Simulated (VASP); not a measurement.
Output of a VASP run:

**OUTCAR**
```
 ion  position               nearest neighbor table
   1  0.724  0.958  0.790-   7 2.04   5 2.05  12 2.14   6 2.14  10 2.16  11 2.24   9 2.24   2 3.32
                             4 3.41   4 3.41   3 3.44   3 3.44   2 3.46   2 3.54
   2  0.276  0.042  0.210-   8 2.04   6 2.05  11 2.14   5 2.14   9 2.16  12 2.24  10 2.24   1 3.32
                             3 3.41   3 3.41   4 3.44   4 3.44   1 3.46   1 3.54
   3  0.276  0.458  0.710-   5 2.04   7 2.05  10 2.14   8 2.14  12 2.16   9 2.24  11 2.24   4 3.32
                             2 3.41   2 3.41   1 3.44   1 3.44   4 3.46   4 3.54
   4  0.724  0.542  0.290-   6 2.04   8 2.05   9 2.14   7 2.14  11 2.16  10 2.24  12 2.24   3 3.32
                             1 3.41   1 3.41   2 3.44   2 3.44   3 3.46   3 3.54
   5  0.069  0.166  0.844-   3 2.04   1 2.05   2 2.14
   6  0.931  0.834  0.156-   4 2.04   2 2.05   1 2.14
   7  0.931  0.666  0.656-   1 2.04   3 2.05   4 2.14
   8  0.069  0.334  0.344-   2 2.04   4 2.05   3 2.14
   9  0.551  0.257  0.021-   4 2.14   2 2.16   3 2.24   1 2.24
  10  0.449  0.743  0.979-   3 2.14   1 2.16   4 2.24   2 2.24
  11  0.449  0.757  0.479-   2 2.14   4 2.16   1 2.24   3 2.24
  12  0.551  0.243  0.521-   1 2.14   3 2.16   2 2.24   4 2.24
  LATTYP: Found a simple monoclinic cell.
 ALAT       =     5.1086350000
 B/A-ratio  =     1.0143811410
 C/A-ratio  =     1.0340919639
 COS(beta)  =    -0.1639613959
 Subroutine PRICEL returns:
 Original cell was already a primitive cell.
 Subroutine GETGRP returns: Found  4 space group operations
The static configuration has the point symmetry S_2 .
 The point group associated with its full space group is C_2h.
The dynamic configuration has the point symmetry S_2 .
 Subroutine INISYM returns: Found  4 space group operations
 Subroutine IBZKPT returns following result:
 Found     10 irreducible k-points:

 Following reciprocal coordinates:
            Coordinates               Weight
  0.000000  0.000000  0.166667      2.000000
  0.333333  0.000000  0.166667      2.000000
 -0.333333  0.000000  0.166667      2.000000
  0.000000  0.333333  0.166667      4.000000
  0.333333  0.333333  0.166667      4.000000
 -0.333333  0.333333  0.166667      4.000000
  0.000000  0.000000  0.500000      1.000000
  0.333333  0.000000  0.500000      2.000000
  0.000000  0.333333  0.500000      2.000000
  0.333333  0.333333  0.500000      4.000000
   k-points           NKPTS =     10   k-points in BZ     NKDIM =     10   number of bands    NBANDS=     57
   number of dos      NEDOS =    301   number of ions     NIONS =     12
   total plane-waves  NPLWV =  46656
   dimension x,y,z NGX =    36 NGY =   36 NGZ =   36
   dimension x,y,z NGXF=    72 NGYF=   72 NGZF=   72
   ions per type =               4   8
   PREC   = accura    normal or accurate (medium, high low for compatibility)
   ISTART =      0    job   : 0-new  1-cont  2-samecut
   ICHARG =      2    charge: 1-file 2-atom 10-const
   ISPIN  =      1    spin polarized calculation?
   LNONCOLLINEAR =      F non collinear calculations
   LSORBIT =      F    spin-orbit coupling
   INIWAV =      1    electr: 0-lowe 1-rand  2-diag
   ENCUT  =  400.0 eV  29.40 Ry    5.42 a.u.   8.33  8.45  8.61*2*pi/ulx,y,z
   NELM   =    100;   NELMIN=  2; NELMDL= -5     # of ELM steps
   EDIFF  = 0.1E-05   stopping-criterion for ELM
   LREAL  =      F    real-space projection
   NLSPLINE    = F    spline interpolate recip. space projectors
   LMAXMIX     =    4 max onsite mixed and CHGCAR
   VOSKOWN=      0    Vosko Wilk Nusair interpolation
   EDIFFG = 0.1E-04   stopping-criterion for IOM
   NSW    =      0    number of steps for IOM
   NBLOCK =      1;   KBLOCK =      1    inner block; outer block
   IBRION =     -1    ionic relax: 0-MD 1-quasi-New 2-CG
   NFREE  =      0    steps in history (QN), initial steepest desc. (CG)
   ISIF   =      2    stress and relaxation
   ISYM   =      2    0-nonsym 1-usesym 2-fastsym
   TEIN   =    0.0    initial temperature
   TEBEG  =    0.0;   TEEND  =   0.0 temperature during run
   SMASS  =  -3.00    Nose mass-parameter (am)
   PSTRESS=    0.0 pullay stress
   NELECT =      96.0000    total number of electrons
   EFERMI =   0.00;   METHOD = LEGACY
   ISMEAR =    -1;   SIGMA  =   0.05  broadening in eV -4-tet -1-fermi 0-gaus
   IALGO  =     38    algorithm
   LDIAG  =      T    sub-space diagonalisation (order eigenvalues)
...
```

**OSZICAR**
```
       N       E                     dE             d eps       ncg     rms          rms(c)
DAV:   1     0.838900229821E+03    0.83890E+03   -0.47387E+04  1140   0.141E+03
DAV:   2    -0.640940951816E+02   -0.90299E+03   -0.87337E+03  1391   0.435E+02
DAV:   3    -0.133040293622E+03   -0.68946E+02   -0.68629E+02  1520   0.115E+02
DAV:   4    -0.138110985415E+03   -0.50707E+01   -0.50673E+01  1816   0.249E+01
DAV:   5    -0.138343200105E+03   -0.23221E+00   -0.23220E+00  1464   0.393E+00    0.563E+01
DAV:   6    -0.114791631474E+03    0.23552E+02   -0.12688E+02  1466   0.517E+01    0.244E+01
DAV:   7    -0.115091270290E+03   -0.29964E+00   -0.92503E+00  1592   0.122E+01    0.131E+01
DAV:   8    -0.115084425234E+03    0.68451E-02   -0.87163E-01  1438   0.466E+00    0.140E+00
DAV:   9    -0.115071742391E+03    0.12683E-01   -0.23470E-01  1400   0.192E+00    0.714E-01
DAV:  10    -0.115072456233E+03   -0.71384E-03   -0.31429E-02  1391   0.959E-01    0.286E-01
DAV:  11    -0.115073301485E+03   -0.84525E-03   -0.34057E-03  1544   0.312E-01    0.807E-02
DAV:  12    -0.115073296907E+03    0.45777E-05   -0.89565E-04  1312   0.128E-01    0.525E-02
DAV:  13    -0.115073308516E+03   -0.11609E-04   -0.37645E-04  1336   0.917E-02    0.414E-02
DAV:  14    -0.115073300948E+03    0.75674E-05   -0.52183E-05  1328   0.369E-02    0.480E-03
DAV:  15    -0.115073302493E+03   -0.15447E-05   -0.72206E-06  1280   0.117E-02    0.434E-03
DAV:  16    -0.115073302600E+03   -0.10683E-06   -0.54520E-07   824   0.429E-03
   1 F= -.11507330E+03 E0= -.11507330E+03  d E =-.396513E-10
```

**OUTCAR**
```
------------------------ aborting loop because EDIFF is reached ----------------------------------------
  FORCE on cell =-STRESS in cart. coord.  units (eV):
  Direction    XX          YY          ZZ          XY          YZ          ZX
  --------------------------------------------------------------------------------------
  Total        4.1117176      4.1712998      3.7050079      0.0000000      0.0000000      0.4040324
  in kB       47.7503386     48.4422806     43.0271236      0.0000000      0.0000000      4.6921223
  external PRESSURE =      46.4065809 kB  Pullay stress =       0.0000000 kB
  volume of cell :      137.96
      direct lattice vectors                 reciprocal lattice vectors
     5.108635000  0.000000000  0.000000000     0.195747005  0.000000000  0.032535260
     0.000000000  5.182103000  0.000000000     0.000000000  0.192971849  0.000000000
    -0.866175000  0.000000000  5.211305000     0.000000000  0.000000000  0.191890515
 POSITION                                       TOTAL-FORCE (eV/Angst)
 -----------------------------------------------------------------------------------
      3.01244      4.96368      4.11902        -0.183204      0.042528     -0.103880
      1.23002      0.21843      1.09229         0.183204     -0.042528      0.103880
      0.79693      2.37263      3.69794         0.183204      0.042528      0.103880
      3.44553      2.80948      1.51336        -0.183204     -0.042528     -0.103880
     -0.37734      0.86173      4.39746        -0.042330      0.000438     -0.107623
      4.61980      4.32037      0.81385         0.042330     -0.000438      0.107623
      4.18671      3.45278      3.41950         0.042330      0.000438      0.107623
      0.05575      1.72932      1.79180        -0.042330     -0.000438     -0.107623
      2.79479      1.33398      0.11152         0.147801     -0.011573     -0.019303
      1.44767      3.84813      5.09978        -0.147801      0.011573      0.019303
      1.88076      3.92503      2.49413        -0.147801     -0.011573      0.019303
      2.36170      1.25707      2.71717         0.147801      0.011573     -0.019303
 -----------------------------------------------------------------------------------
    total drift:                                0.000000     -0.000000      0.000000
  FREE ENERGIE OF THE ION-ELECTRON SYSTEM (eV)
  ---------------------------------------------------
  free  energy   TOTEN  =      -115.0733026000 eV

  energy  without entropy=     -115.0733026000  energy(sigma->0) =     -115.07330260
```
(Selected blocks of OUTCAR.)

### POSCAR
```
ZrO2
1
    5.1086350000     0.0000000000     0.0000000000
    0.0000000000     5.1821030000     0.0000000000
   -0.8661750000     0.0000000000     5.2113050000
Zr O
4 8
Direct
  0.7236900000   0.9578500000   0.7904000000
  0.2763100000   0.0421500000   0.2096000000
  0.2763100000   0.4578500000   0.7096000000
  0.7236900000   0.5421500000   0.2904000000
  0.0692100000   0.1662900000   0.8438300000
  0.9307900000   0.8337100000   0.1561700000
  0.9307900000   0.6662900000   0.6561700000
  0.0692100000   0.3337100000   0.3438300000
  0.5507000000   0.2574200000   0.0214000000
  0.4493000000   0.7425800000   0.9786000000
  0.4493000000   0.7574200000   0.4786000000
  0.5507000000   0.2425800000   0.5214000000
```

Write an INCAR and KPOINTS that could have produced this output.

One answer among several that fit: the input of the run itself, PBE GGA, plane waves, VASP's PBE PAW potentials (set 64).

### KPOINTS
```
K-points
0
Gamma
  3 3 3
0 0 0.5
```

**INCAR**
```
SYSTEM=ZrO2
PREC=Accurate; ENCUT=400; LREAL=.FALSE.
LASPH=.TRUE.
EDIFF=1E-6; NELM=100; ALGO=Normal
LMAXMIX=4
ISMEAR=-1; SIGMA=0.05
GGA=PE
ISIF=2
LWAVE=.FALSE.; LCHARG=.FALSE.
```

POTCAR, in this order: Zr_sv O (PBE.64 set). Program: vasp_std.

At this cut-off the stress carries a Pulay error, which pulls relaxed volumes low.

The structure comes from a computed database's ZrO2 entry, a phase known from measurement. The cell was not relaxed at this level. The run is one of a series of settings (KPOINTS 3×3×3 Γ-centred mesh shifted by (0, 0, 0.5) against the base run), some of them coarse on purpose.
